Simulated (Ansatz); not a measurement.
## PtS2 in Ansatz: the effect of functional

Crystal: PtS2.

```xyz
3
Lattice="3.5667 0.0000 0.0000 -1.7833 3.0888 0.0000 0.0000 0.0000 5.0722" Properties=species:S:1:pos:R:3 pbc="T T T"
Pt    0.0000    0.0000    0.0000
S     1.7833    1.0296    3.9208
S     0.0000    2.0592    1.1514
```

The cell isn't the ideal one: volume scaled by 1.02.

Alike in all runs:

```yaml
Program: Ansatz 0.2.0
Task: single point
Potentials_or_basis: Ansatz PAW
k_mesh: 9 × 9 × 5
Occupations: fermi-dirac, width 0.05 eV
Spin: no spin polarisation
```

```tsv
functional	cutoff	gap on the mesh (eV)	pressure (GPa)	largest force (eV/Å)
LDA	420 eV (not typed: the program's choice for these potentials)	0.88	0.5	0.51
PBE	420 eV (not typed: the program's choice for these potentials)	1.00	8.2	0.96
PBEsol	420 eV (not typed: the program's choice for these potentials)	0.93	3.2	0.65
r2SCAN	500 eV (not typed: the program's choice for these potentials)	?	?	?
```

**Question.** What does the run with functional r2SCAN give?

**Answer.** gap on the mesh 1.17 eV; pressure 5.9 GPa; largest force 0.91 eV/Å.

Caveats: odd divisions of the mesh miss points on the zone boundary, where band edges often lie, so the gap on the mesh can be too wide; spin-orbit coupling is left out, which moves the levels of the heavy elements; the PAW data sets come from PBE, with cores solved anew for the run's functional, which leaves a small shift of forces and pressure (some runs).

A k mesh can miss the band edges.
